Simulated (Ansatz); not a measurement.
Wanted: the native input for an Ansatz 0.2.0 run.

* Task: relaxation of cell and atoms
* Functional: BLYP
* Potentials or basis: Ansatz PAW
* Cutoff: 420 eV (not typed: the program's choice for these potentials)
* k mesh: 10 × 10 × 5
* Occupations: fermi-dirac, width 0.05 eV
* Spin: no spin polarisation

The system is GaN.

```
Ga N
1.0
     3.18000    0.00000    0.00000
    -1.59000    2.75396    0.00000
     0.00000    0.00000    5.16600
Ga N
2 2
Direct
  0.66667 0.33333 0.50000
  0.33333 0.66667 0.00000
  0.66667 0.33333 0.87500
  0.33333 0.66667 0.37500
```

These files were run (other wordings do the same):

input.yaml

```yaml
crystal:
  lattice:
    - [3.18, 0.0, 0.0]
    - [-1.59, 2.753960784, 0.0]
    - [0.0, 0.0, 5.166]
  atoms:
    - { symbol: Ga, position: [0.6666666667, 0.3333333333, 0.5] }
    - { symbol: Ga, position: [0.3333333333, 0.6666666667, 0.0] }
    - { symbol: "N", position: [0.6666666667, 0.3333333333, 0.875] }
    - { symbol: "N", position: [0.3333333333, 0.6666666667, 0.375] }
hamiltonian:
  xc: blyp
  pseudopotentials: { kind: paw }
kpoints:
  mp_grid: { grid: [10, 10, 5] }
scf:
  occupations: { method: fermi_dirac, width: 0.05 }
output:
  forces: true
  stress: true
  write_density: true
  write_potential: true
  elf: true
  volumetric_format: npy
relax:
  f_tol: 0.01
  max_steps: 40
  cell: { stress_tol: 0.05 }
```

Potentials or basis: Ansatz PAW.

Command:

```console
$ ansatz run input.yaml --threads 2 --pin off --max-ram 5632MiB --backend cpu --events-out ev --progress --plain --runs-dir out
```

Results of the run:

```json
{
  "Relaxed volume": "12.14 Å³/atom",
  "Relaxed cell": "a = 3.251 Å, b = 3.251 Å, c = 5.304 Å, α = 90.00°, β = 90.00°, γ = 120.00°",
  "Space group after relaxing (to 0.05 Å)": "P6_3mc (No. 186)",
  "Energy gained by relaxing": "32.0 meV/atom",
  "Ionic steps": "8",
  "Pressure after relaxing": "0.0 GPa",
  "Band gap on the k mesh": "1.57 eV, direct"
}
```

Caveat: odd divisions of the mesh miss points on the zone boundary, where band edges often lie, so the gap on the mesh can be too wide; the plane-wave basis is chosen anew once the cell has moved, so the energies of steps on either side of that aren't comparable; the pressure holds a Pulay correction of +0.6 GPa for the finite cutoff; the PAW data sets come from PBE, with cores solved anew for the run's functional, which leaves a small shift of forces and pressure.

Run time: 45 s on 2 threads of Intel(R) Xeon(R) Processor @ 2.50GHz (Skylake/Cascade Lake) (shared host), peak memory 0.41 GiB.
